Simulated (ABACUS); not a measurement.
The system is Bi.

```
Bi
1.0
     2.26750    1.30914    3.93800
    -2.26750    1.30914    3.93800
     0.00000   -2.61828    3.93800
Bi
2
Direct
  0.76600 0.76600 0.76600
  0.23400 0.23400 0.23400
```

| Item | Value |
| --- | --- |
| Program | ABACUS 3.10.1 |
| Task | relaxation of cell and atoms |
| Functional | PBE |
| Potentials or basis | SG15 ONCV 1.2 PBE |
| Cutoff | 1361 eV |
| Density cutoff | 5442 eV |
| Basis | DZP LCAO (the cutoffs set its grid) |
| k mesh | 6 × 6 × 6 |
| Occupations | fermi-dirac, width 0.05 eV |
| Spin | no spin polarisation |

At the start: pressure 3.1 GPa; volume 35.07 Å³/atom.

**Question.** Where does the relaxation end?

**Answer.** Over 12 steps the energy falls by 21.0 meV/atom and the volume is 37.45 Å³/atom (+6.8 %); space group R-3m (No. 166, to 0.05 Å).

Step by step:
| step | energy change (eV) | largest force (eV/Å) | pressure (GPa) | volume (Å³) |
| --- | --- | --- | --- | --- |
| 1 | 0.0000 | 0.2494 | 3.09 | 70.14 |
| 2 | -0.0183 | 0.1469 | 2.21 | 71.16 |
| 3 | -0.0388 | 0.0773 | 0.25 | 73.86 |
| 4 | -0.0393 | 0.0878 | 0.09 | 74.15 |
| 5 | -0.0400 | 0.0845 | -0.08 | 74.54 |
| 6 | -0.0408 | 0.0550 | -0.19 | 74.96 |
| 7 | -0.0414 | 0.0091 | -0.15 | 75.13 |
| 8 | -0.0415 | 0.0149 | -0.05 | 75.05 |
| 9 | -0.0416 | 0.0221 | 0.01 | 74.96 |
| 10 | -0.0417 | 0.0237 | 0.07 | 74.86 |
| 11 | -0.0419 | 0.0182 | 0.10 | 74.82 |
| 12 | -0.0420 | 0.0073 | 0.07 | 74.90 |

Final structure:
```cif
data_structure
_symmetry_space_group_name_H-M 'P 1'
_symmetry_Int_Tables_number 1
_cell_length_a 4.8675
_cell_length_b 4.8675
_cell_length_c 4.8675
_cell_angle_alpha 56.475
_cell_angle_beta 56.475
_cell_angle_gamma 56.475
_cell_volume 74.90
loop_
_atom_site_label
_atom_site_type_symbol
_atom_site_fract_x
_atom_site_fract_y
_atom_site_fract_z
_atom_site_occupancy
Bi1 Bi 0.76671 0.76671 0.76671 1
Bi2 Bi 0.23329 0.23329 0.23329 1
```

Caveat: the atomic orbitals were generated for these runs and aren't a published set; the basis of atomic orbitals isn't converged, which shifts pressures, moduli and gaps.
